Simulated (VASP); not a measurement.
# W (Im-3m) in VASP: notebook

The runs below take W through relaxation of cell and atoms, with r2SCAN.

Everything below comes from runs of VASP 6.6.1. Logs are shortened: lines on timing, memory, paths and dates and some standing lists are left out, and cuts for length are marked.

## Step 1: The crystal as given

Symmetry: Im-3m, No. 229, cubic system. The conventional cell has a = 3.165 Å, b = 3.165 Å, c = 3.165 Å, α = 90.00°, β = 90.00°, γ = 90.00°. W (site symmetry m-3m) has 8 W at 2.74 Å as nearest neighbours.

## Step 2: Relaxation of cell and atoms, r2SCAN

File INCAR:

```
SYSTEM = W
  PREC = Accurate
  ENCUT = 520
  EDIFF = 1E-7
  ISMEAR = 0
  SIGMA = 0.1
  LREAL = .False.
  LASPH = .True.
  NELM = 60
  ALGO = Normal
  ISIF = 3
  LWAVE = .False.
  LCHARG = .False.
  METAGGA = R2SCAN
  LMIXTAU = .True.
  IBRION = 2
  NSW = 80
  EDIFFG = -0.002
```

File KPOINTS:

```
regular mesh
0
Gamma
  18 18 18
  0 0 0
```

File POSCAR:

```
W
1.0
   -1.5823450000      1.5823450000      1.5823450000
    1.5823450000     -1.5823450000      1.5823450000
    1.5823450000      1.5823450000     -1.5823450000
W
1
Direct
    0.0000000000      0.0000000000      0.0000000000
```

Potentials or basis: VASP PAW PBE potentials, release 64 (W_sv).

Launch:

```bash
$ cat potpaw_PBE.64/W_sv/POTCAR > POTCAR
$ mpirun -np 1 vasp_std > vasp.out
```

OUTCAR:

```text
SYSTEM = W
   PREC = Accurate
   ENCUT = 520
   EDIFF = 1E-7
   ISMEAR = 0
   LREAL = .False.
   LASPH = .True.
   NELM = 60
   ISIF = 3
   METAGGA = R2SCAN
   IBRION = 2
   NSW = 80
   EDIFFG = -0.002

 ion  position               nearest neighbor table
   1  0.000  0.000  0.000-

  LATTYP: Found a body centered cubic cell.
 ALAT       =     3.1646900000

  Lattice vectors:

 A1 = (  -1.5823450000,   1.5823450000,   1.5823450000)
 A2 = (   1.5823450000,  -1.5823450000,   1.5823450000)
 A3 = (   1.5823450000,   1.5823450000,  -1.5823450000)

Analysis of symmetry for initial positions (statically):
=====================================================================
 Subroutine PRICEL returns:
 Original cell was already a primitive cell.

 Routine SETGRP: Setting up the symmetry group for a
 body centered cubic supercell.

 Subroutine GETGRP returns: Found 48 space group operations
 (whereof 48 operations were pure point group operations)
 out of a pool of 48 trial point group operations.

The static configuration has the point symmetry O_h .

Analysis of symmetry for dynamics (positions and initial velocities):
=====================================================================
 Subroutine PRICEL returns:
 Original cell was already a primitive cell.

 Routine SETGRP: Setting up the symmetry group for a
 body centered cubic supercell.

 Subroutine GETGRP returns: Found 48 space group operations
 (whereof 48 operations were pure point group operations)
 out of a pool of 48 trial point group operations.

The dynamic configuration has the point symmetry O_h .

 Subroutine INISYM returns: Found 48 space group operations
 (whereof 48 operations are pure point group operations),
 and found     1 'primitive' translations

----------------------------------------------------------------------------------------

                                     Primitive cell

  volume of cell :      15.8476

  direct lattice vectors                    reciprocal lattice vectors
    -1.582345000  1.582345000  1.582345000     0.000000000  0.315986716  0.315986716
     1.582345000 -1.582345000  1.582345000     0.315986716  0.000000000  0.315986716
     1.582345000  1.582345000 -1.582345000     0.315986716  0.315986716  0.000000000

  length of vectors
     2.740701935  2.740701935  2.740701935     0.446872699  0.446872699  0.446872699

  position of ions in fractional coordinates (direct lattice)
     0.000000000  0.000000000  0.000000000

  ion indices of the primitive-cell ions
   primitive index   ion index
                 1           1

----------------------------------------------------------------------------------------

 KPOINTS: regular mesh

Automatic generation of k-mesh.
 Grid dimensions read from file:
 generate k-points for:   18   18   18

 Generating k-lattice:

  Cartesian coordinates                     Fractional coordinates (reciprocal lattice)
     0.000000000  0.017554818  0.017554818     0.055555556  0.000000000  0.000000000
     0.017554818  0.000000000  0.017554818     0.000000000  0.055555556  0.000000000
     0.017554818  0.017554818  0.000000000     0.000000000  0.000000000  0.055555556

  Length of vectors
     0.024826261  0.024826261  0.024826261

  Shift w.r.t. Gamma in fractional coordinates (k-lattice)
     0.000000000  0.000000000  0.000000000

 Subroutine IBZKPT returns following result:
 ===========================================

 Found    195 irreducible k-points:

 Following reciprocal coordinates:
            Coordinates               Weight
  0.000000  0.000000  0.000000      1.000000
  0.055556  0.000000  0.000000     12.000000
  0.111111  0.000000  0.000000     12.000000
  0.166667  0.000000  0.000000     12.000000
  0.222222  0.000000  0.000000     12.000000
  0.277778  0.000000  0.000000     12.000000
[... 16 lines left out ...]
  0.333333  0.111111 -0.000000     48.000000
  0.388889  0.111111  0.000000     48.000000
 [... further k-points ...]
   k-points           NKPTS =    195   k-points in BZ     NKDIM =    195   number of bands    NBANDS=     11
   number of dos      NEDOS =    301   number of ions     NIONS =      1
   total plane-waves  NPLWV =   8000
   dimension x,y,z NGX =    20 NGY =   20 NGZ =   20
   dimension x,y,z NGXF=    40 NGYF=   40 NGZF=   40
   ions per type =               1
   NGX,Y,Z   is equivalent  to a cutoff of  12.13, 12.13, 12.13 a.u.
   NGXF,Y,Z  is equivalent  to a cutoff of  24.26, 24.26, 24.26 a.u.
 SYSTEM =  W
   PREC   = accura    normal or accurate (medium, high low for compatibility)
   ISTART =      0    job   : 0-new  1-cont  2-samecut
   ICHARG =      2    charge: 1-file 2-atom 10-const
   ISPIN  =      1    spin polarized calculation?
   LNONCOLLINEAR =      F non collinear calculations
   LSORBIT =      F    spin-orbit coupling
   LASPH  =      T    aspherical Exc in radial PAW
   ENCUT  =  520.0 eV  38.22 Ry    6.18 a.u.   5.10  5.10  5.10*2*pi/ulx,y,z
   NELM   =     60;   NELMIN=  2; NELMDL= -5     # of ELM steps
   EDIFF  = 0.1E-06   stopping-criterion for ELM
   LREAL  =      F    real-space projection
   EDIFFG = -.2E-02   stopping-criterion for IOM
   NSW    =     80    number of steps for IOM
   IBRION =      2    ionic relax: 0-MD 1-quasi-New 2-CG
   NFREE  =      1    steps in history (QN), initial steepest desc. (CG)
   ISIF   =      3    stress and relaxation
   ISYM   =      2    0-nonsym 1-usesym 2-fastsym
   POTIM  = 0.5000    time-step for ionic-motion
   TEBEG  =    0.0;   TEEND  =   0.0 temperature during run
   PSTRESS=    0.0 pullay stress
   NELECT =      14.0000    total number of electrons
   NUPDOWN=      -1.0000    fix difference up-down
   EMIN   =  10.00;   EMAX   =-10.00  energy-range for DOS
   EFERMI =   0.00;   METHOD = LEGACY
   ISMEAR =     0;   SIGMA  =   0.10  broadening in eV -4-tet -1-fermi 0-gaus
   EFERMI_NEDOS =   21; number of points for ismear=-14 and -15
   IALGO  =     38    algorithm
   IMIX   =      4    mixing-type and parameters
     AMIX     =   0.40;   BMIX     =  1.00
     AMIX_MAG =   1.60;   BMIX_MAG =  1.00
  volume/ion in A,a.u.               =      15.85       106.94
  Fermi-wavevector in a.u.,A,eV,Ry     =   1.570832  2.968442 33.572544  2.467512
  Thomas-Fermi vector in A             =   2.672506
   LORBIT       =      0    0 simple, 1 ext, 2 COOP (PROOUT), +10 PAW based schemes
   METAGGA = R2SCAN    functional components
   LHFCALC =     F    Hartree Fock is set to
   AEXX    =    0.0000 exact exchange contribution
   IVDW    =     0    specifies the selected vdW correction
   LEPSILON=     F    determine dielectric tensor
   LRPA    =     F    only Hartree local field effects (RPA)
 conjugate gradient relaxation of ions
 non-spin polarized calculation
 Gauss-broadening in eV      SIGMA  =   0.10
  energy-cutoff  :      520.00
  volume of cell :       15.85
 maximum number of plane-waves:       440
   NGX = 11   NGY = 11   NGZ = 11

--------------------------------------- Ionic step        1  -------------------------------------------

 number of electron      14.0000004 magnetization

 Free energy of the ion-electron system (eV)
  ---------------------------------------------------
  ext. energy  EPLUGINS =         0.00000000
  ---------------------------------------------------
  free energy    TOTEN  =       -51.34689490 eV

  energy without entropy =      -51.34334100  energy(sigma->0) =      -51.34511795

------------------------ aborting loop because EDIFF is reached ----------------------------------------

  FORCE on cell =-STRESS in cart. coord.  units (eV):
  Direction    XX          YY          ZZ          XY          YZ          ZX
  --------------------------------------------------------------------------------------
  -------------------------------------------------------------------------------------
  Total        0.2358959      0.2358959      0.2358959     -0.0000000      0.0000000     -0.0000000
  in kB       23.8488529     23.8488529     23.8488529     -0.0000000      0.0000000     -0.0000000
  external PRESSURE =      23.8488529 kB  Pullay stress =       0.0000000 kB
[... 55 lines left out ...]
  energy  without entropy=      -51.3328794221  energy(sigma->0) =      -51.33484335

--------------------------------------- Ionic step        3  -------------------------------------------

 number of electron      14.0000002 magnetization

 Free energy of the ion-electron system (eV)
  ---------------------------------------------------
  ext. energy  EPLUGINS =         0.00000000
  ---------------------------------------------------
  free energy    TOTEN  =       -51.34775586 eV

  energy without entropy =      -51.34411663  energy(sigma->0) =      -51.34593624

 E-fermi :  11.1795     XC(G=0): -14.9117

 val. band max:       11.1698591213   @ k =  -0.1667   0.1667   0.0556
 cond. band min:      11.1916196795   @ k =  -0.3889   0.3889   0.2778
 fundamental gap:      0.0217605582
 Fermi energy:        11.1795090174

 k-point     1 :       0.0000    0.0000    0.0000
  band No.  band energies     occupation
      1     -64.9308      2.00000
      2     -27.8024      2.00000
      3     -27.8024      2.00000
      4     -27.8024      2.00000
      5       1.0979      2.00000
      6       9.9181      2.00000
      7       9.9181      2.00000
      8       9.9181      2.00000
      9      13.7365      0.00000
     10      13.7365      0.00000
     11      26.4289      0.00000
[... 309 lines left out ...]
 k-point    24 :       0.3889    0.1111    0.0000
  band No.  band energies     occupation
      1     -64.7840      2.00000
      2     -29.0610      2.00000
      3     -28.2725      2.00000
      4     -27.8689      2.00000
      5       5.1223      2.00000
      6       7.6275      2.00000
      7      10.4624      2.00000
      8      13.4195      0.00000
      9      14.8099      0.00000
     10      17.7570      0.00000
     11      22.6007      0.00000

 [... further k-points ...]

------------------------ aborting loop because EDIFF is reached ----------------------------------------

  FORCE on cell =-STRESS in cart. coord.  units (eV):
  Direction    XX          YY          ZZ          XY          YZ          ZX
  --------------------------------------------------------------------------------------
  -------------------------------------------------------------------------------------
  Total       -0.0013576     -0.0013576     -0.0013576     -0.0000000     -0.0000000     -0.0000000
  in kB       -0.1362334     -0.1362334     -0.1362334     -0.0000000     -0.0000000     -0.0000000
  external PRESSURE =      -0.1362334 kB  Pullay stress =       0.0000000 kB
[... 16 lines left out ...]
  FREE ENERGIE OF THE ION-ELECTRON SYSTEM (eV)
  ---------------------------------------------------
  free  energy   TOTEN  =       -51.3477558563 eV

  energy  without entropy=      -51.3441166256  energy(sigma->0) =      -51.34593624

 reached required accuracy - stopping structural energy minimisation
```

Wall time 4.2 min (1 thread of Intel Xeon Platinum 8488C (Sapphire Rapids), shared host); peak memory 0.15 GiB.

Results:

- Free energy: -51.3478 eV
- Relaxed volume: 15.97 Å³/atom
- Relaxed cell: a = 2.748 Å, b = 2.748 Å, c = 2.748 Å, α = 109.47°, β = 109.47°, γ = 109.47°
- Space group after relaxing (to 0.05 Å): Im-3m (No. 229)
- Energy gained by relaxing: 0.9 meV/atom
- Ionic steps: 3
- Pressure after relaxing: 0.0 GPa
- Band gap on the k mesh: none (metal or under the smearing width)

Step by step:
```
step  energy change (eV)  largest force (eV/Å)  pressure (GPa)  volume (Å³)
   1              0.0000                0.0000            2.38        15.85
   2              0.0101                0.0000           -7.94        16.39
   3             -0.0009                0.0000           -0.01        15.97
```

Final structure:
```
W
1.0
    -1.58627    1.58627    1.58627
     1.58627   -1.58627    1.58627
     1.58627    1.58627   -1.58627
W
1
Cartesian
  0.0000 0.0000 0.0000
```

Levels at points of the mesh, in eV from the Fermi level:
| k point | band 3 | band 4 | band 5 | band 6 | band 7 | band 8 | band 9 | band 10 | band 11 |
| --- | --- | --- | --- | --- | --- | --- | --- | --- | --- |
| (0.00, 0.00, 0.00) | -38.98 | -38.98 | -10.08 | -1.26 | -1.26 | -1.26 | 2.56 | 2.56 | 15.25 |
| (0.50, 0.00, 0.00) | -39.42 | -38.99 | -6.51 | -3.71 | 0.51 | 2.39 | 3.43 | 6.29 | 11.55 |
| (0.50, 0.50, 0.50) | -39.92 | -39.92 | -5.95 | -5.95 | 5.30 | 5.30 | 5.30 | 8.49 | 8.49 |

Caveat: the PAW data sets were made with another functional, which shifts forces and pressure a little. Spin-orbit coupling is left out, which matters for the levels of W.

## Step 3: Relaxation of cell and atoms, r2SCAN

This run uses another cell than the first one, of 15.97 Å³/atom, 1.007 times its volume.

INCAR is that of step 2.

KPOINTS is that of step 2.

File POSCAR:

```
W                                       
1.0
   -1.5862724354      1.5862724354      1.5862724354
    1.5862724354     -1.5862724354      1.5862724354
    1.5862724354      1.5862724354     -1.5862724354
  W             
     1
Direct
     0.0000000000000000    0.0000000000000000    0.0000000000000000
```

Potentials or basis: VASP PAW PBE potentials, release 64 (W_sv).

Launch:

```bash
$ cat potpaw_PBE.64/W_sv/POTCAR > POTCAR
$ mpirun -np 1 vasp_std > vasp.out
```

It took 2.5 min on 1 thread of Intel Xeon Platinum 8488C (Sapphire Rapids), shared host; peak memory 0.15 GiB.

It converged, with:

```
Free energy             : -51.3478 eV
Pressure after relaxing : 0.0 GPa
Band gap on the k mesh  : none (metal or under the smearing width)
```

Final structure:
```
W
1.0
    -1.58627    1.58627    1.58627
     1.58627   -1.58627    1.58627
     1.58627    1.58627   -1.58627
W
1
Cartesian
  0.0000 0.0000 0.0000
```

Levels at points of the mesh, in eV from the Fermi level:
```csv
k point,band 5,band 6,band 7,band 8,band 9,band 10
"(0.00, 0.00, 0.00)",-10.08,-1.26,-1.26,-1.26,2.56,2.56
"(0.50, 0.00, 0.00)",-6.51,-3.71,0.51,2.39,3.43,6.29
"(0.50, 0.50, 0.50)",-5.95,-5.95,5.30,5.30,5.30,8.49
```

Caveat: the relaxation stopped at its first step, so nothing moved; the PAW data sets were made with another functional, which shifts forces and pressure a little.
